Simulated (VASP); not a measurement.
Wanted: the native input for a VASP 6.6.1 run.

| Property | Result |
| --- | --- |
| Task | relaxation of cell and atoms |
| Functional | LDA |
| Potentials or basis | VASP PAW LDA potentials, release 64 (Si) |
| Cutoff | 600 eV |
| k mesh | 8 × 8 × 8 |
| Occupations | gaussian, width 0.02 eV |
| Spin | no spin polarisation |
| Ladder | gaps |
| Further INCAR settings | ALGO = Normal; EDIFF = 1e-06; IBRION = 2; EDIFFG = -0.02; NSW = 40; ISIF = 3 |

The structure of Si lies in POSCAR:

```
Si
1.0
   -3.3254442900      3.3254442900      1.9223856600
    3.3254442900     -3.3254442900      1.9223856600
    3.3254442900      3.3254442900     -1.9223856600
Si
4
Direct
    0.8211989400      0.1788010600      0.0000000000
    0.1788010600      0.8211989400      0.0000000000
    0.8211989400      0.8211989400      0.6423978800
    0.1788010600      0.1788010600      0.3576021200
```

This isn't the form of Si at room conditions, which is diamond.

The input as run:

INCAR

```
PREC = Accurate
ENCUT = 600
EDIFF = 1E-6
ISMEAR = 0
SIGMA = 0.02
LREAL = False
LASPH = True
NELM = 100
ALGO = Normal
ISIF = 3
LWAVE = False
LCHARG = False
GGA = CA
IBRION = 2
NSW = 40
EDIFFG = -0.02
KPAR = 2
```

KPOINTS

```
Automatic mesh
0
Gamma
  8 8 8
```

Potentials or basis: VASP PAW LDA potentials, release 64 (Si).

The run is started by

```console
$ cat potpaw_LDA.64/Si/POTCAR > POTCAR
$ mpirun -np 2 vasp_std > vasp.out
```

It gave:

```json
{"Relaxed volume": "20.82 Å³/atom", "Relaxed cell": "a = 5.046 Å, b = 5.046 Å, c = 5.046 Å, α = 98.22°, β = 98.22°, γ = 135.57°", "Space group after relaxing (to 0.05 Å)": "I4/mmm (No. 139)", "Energy gained by relaxing": "2.5 meV/atom", "Ionic steps": "3", "Pressure after relaxing": "0.0 GPa", "Largest force after relaxing": "0.017 eV/Å", "Band gap on the k mesh": "0.15 eV, indirect (least direct gap 0.28 eV)"}
```

Wall time 73 s on 2 MPI ranks on Intel(R) Xeon(R) Platinum 8259CL CPU @ 2.50GHz (Skylake/Cascade Lake) (shared host), peak memory 0.23 GiB a rank.
